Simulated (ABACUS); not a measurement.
## Ca under changes of volume

One of the cells (43.632 Å³/atom); the others are scaled copies at fixed shape and fractional positions:

```
Ca
1.0
     0.00000    2.79420    2.79420
     2.79420    0.00000    2.79420
     2.79420    2.79420    0.00000
Ca
1
Cartesian
  0.0000 0.0000 0.0000
```

| Property | Result |
| --- | --- |
| Program | ABACUS 3.10.1 |
| Functional | PBE |
| Potentials or basis | PseudoDojo NC SR 0.4.1 PBE standard |
| Cutoff | 1361 eV |
| Density cutoff | 5442 eV |
| Basis | TZDP LCAO (the cutoffs set its grid) |
| k mesh | 8 × 8 × 8 |
| Occupations | fermi-dirac, width 0.05 eV |
| Spin | no spin polarisation |

```csv
volume (Å³/atom),energy over the lowest point (meV/atom),pressure (GPa)
41.014,1.79,0.5
41.886,0.00,0.2
42.759,0.19,-0.2
43.632,?,?
44.504,5.91,-0.8
45.377,11.11,-1.1
46.250,17.71,-1.3
```

**Question.** What does the run at 43.632 Å³/atom give?

**Answer.** Energy over the lowest point 2.24 meV/atom; pressure -0.5 GPa.

Worked out: A Birch-Murnaghan fit of order 3 (a polynomial in V^(-2/3)) to the other rows has its minimum at 42.23 Å³/atom with B0 = V·E''(V) = 17.1 GPa and B' = 3.4. It gives 2.22 meV/atom at 43.632 Å³/atom, against the run's 2.24, and -dE/dV = -0.5 GPa, against -0.5.

Energies are extrapolated to zero smearing.

Caveats: the atomic orbitals were generated for these runs and aren't a published set; the basis of atomic orbitals isn't converged, which shifts pressures, moduli and gaps.
